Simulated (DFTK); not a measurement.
Runs of DFTK 0.8.2 on TePb. Symmetry: Fm-3m, No. 225, cubic system. Conventional cell: a = 6.462 Å, b = 6.462 Å, c = 6.462 Å, α = 90.00°, β = 90.00°, γ = 90.00°. Pb (site symmetry m-3m) is surrounded by 6 Te at 3.23 Å. Te (site symmetry m-3m) has 6 Pb at 3.23 Å as nearest neighbours. 

| task | level | potentials or basis | k mesh | cutoff (eV) | valence electrons | SCF solver | mesh quality | gap on the mesh (eV) | pressure (GPa) | V0 of scaled cells (Å³/atom) | B0 (GPa) |
| --- | --- | --- | --- | --- | --- | --- | --- | --- | --- | --- | --- |
| band structure | OLYP | SG15 1.2 (PBE) | 6 × 6 × 6 | 952 | Pb 14, Te 16 | - | not flagged | (c) | (a) | - | - |
| band structure | PBEsol | SPMS 1.0 (PBE) | 6 × 6 × 6 | 816 | Pb 14, Te 16 | - | not flagged | 0.66 | -0.5 | - | - |
| band structure | PBE | in-house norm-conserving set (PBE, scalar relativistic) | 5 × 5 × 5 | 1116 | Pb 14, Te 16 | - | not flagged | - | 2.2 | - | - |
| equation of state | rSCAN | cp2k.nc.sr.pbe.v0_1.largecore.gth (PBE, GTH, large core) | 5 × 5 × 5 | 707 | Pb 4, Te 6 | ScfAndersonSolver | not flagged | - | - | 35.35 | 40 |
| equation of state | PBEsol | SPMS 1.0 (PBE) | 4 × 4 × 4 | 816 | Pb 14, Te 16 | - | coarse | - | - | (b) | 45 |
| equation of state | r2SCAN | cp2k.nc.sr.pbe.v0_1.largecore.gth (PBE, GTH, large core) | 4 × 4 × 4 | 707 | Pb 4, Te 6 | - | coarse | - | - | 35.26 | 41 |

Alike in all rows: no spin polarisation; cell as given; smearing fermi-dirac 0.05 eV.

**Question.** Fill in the values left out.

**Answer.** (a) 3.6; (b) 33.34; (c) 0.95.

Caveats: some runs use coarse meshes; the potentials were made for another functional, which shifts forces and pressure (some runs); spin-orbit coupling is left out, which as a rule narrows the gap of such compounds by several tenths of an eV (some runs); GTH potentials come without recommended cutoffs, and this one wasn't checked for convergence (some runs); the program warned that the kinetic-energy density falls under its von Weizsäcker bound, which can give unphysical results (some runs); this set keeps more shells in the core, which shifts pressures and gaps (some runs).

A k mesh can miss the band edges, and the runs leave out spin-orbit coupling on Pb, Te.

Not every run made on this cell is shown here.
